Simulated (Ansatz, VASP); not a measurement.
## BP: VASP beside Ansatz

File INCAR:

```
ALGO = Normal ; EDIFF = 1E-6
EDIFFG = -0.01 ; ENCUT = 600
GGA = PS ; IBRION = 2
ISIF = 3 ; ISMEAR = -1
IVDW = 12 ; LASPH = T
LCHARG = F ; LREAL = F
LWAVE = F ; NELM = 60
NSW = 60 ; PREC = Accurate
SIGMA = 0.05
```

File KPOINTS:

```
k-points
0
Gamma
  10 10 10
```

POSCAR

```
BP
1.0
    0.0000000000      2.2690000000      2.2690000000
    2.2690000000      0.0000000000      2.2690000000
    2.2690000000      2.2690000000      0.0000000000
P B
1 1
Direct
    0.7500000000      0.7500000000      0.7500000000
    0.0000000000      0.0000000000      0.0000000000
```

Contents of input.yaml:

```yaml
crystal:
  lattice:
    - [0.0, 2.269, 2.269]
    - [2.269, 0.0, 2.269]
    - [2.269, 2.269, 0.0]
  atoms:
    - { symbol: P, position: [0.75, 0.75, 0.75] }
    - { symbol: B, position: [0.0, 0.0, 0.0] }
hamiltonian:
  xc: pbesol
  pseudopotentials: { kind: paw }
  dispersion: d3bj
kpoints:
  mp_grid: { grid: [10, 10, 10] }
scf:
  occupations: { method: fermi_dirac, width: 0.05 }
output:
  forces: true
  stress: true
  eigenvalues: true
  write_density: true
  write_potential: true
  elf: true
  volumetric_format: npy
relax:
  f_tol: 0.01
  max_steps: 40
  cell: { stress_tol: 0.05 }
```

Alike in both runs: task relaxation of cell and atoms; functional PBEsol; dispersion D3(BJ); k mesh 10 × 10 × 10; occupations fermi-dirac, width 0.05 eV; no spin polarisation.

```csv
,VASP,Ansatz
version,VASP 6.6.1,Ansatz 0.2.0
potentials or method,"VASP PAW PBE potentials, release 64 (P, B)",Ansatz PAW
plane-wave cutoff (eV),600,420
valence electrons in the cell,8,8
```

VASP gave:

- gap on the k mesh at the Fermi level, each at its own relaxed structure (eV): 1.09
- relaxed volume (Å³/atom): 11.31
- relaxed cell length with the largest relative difference (Å): 3.175
- energy change over the relaxation (meV/atom): -6

**Question.** What did Ansatz give for the same quantities?

**Answer.** gap on the k mesh at the Fermi level, each at its own relaxed structure (eV): 1.09; relaxed volume (Å³/atom): 11.31; relaxed cell length with the largest relative difference (Å): 3.174; energy change over the relaxation (meV/atom): -7.

Caveats: the PAW data sets were made with another functional, which shifts forces and pressure a little (VASP); the plane-wave basis is chosen anew once the cell has moved, so the energies of steps on either side of that aren't comparable (Ansatz); the PAW data sets come from PBE, with cores solved anew for the run's functional, which leaves a small shift of forces and pressure (Ansatz). A k mesh can miss the band edges. Expect the measured gap to be larger: semilocal functionals such as PBEsol lack the derivative discontinuity.
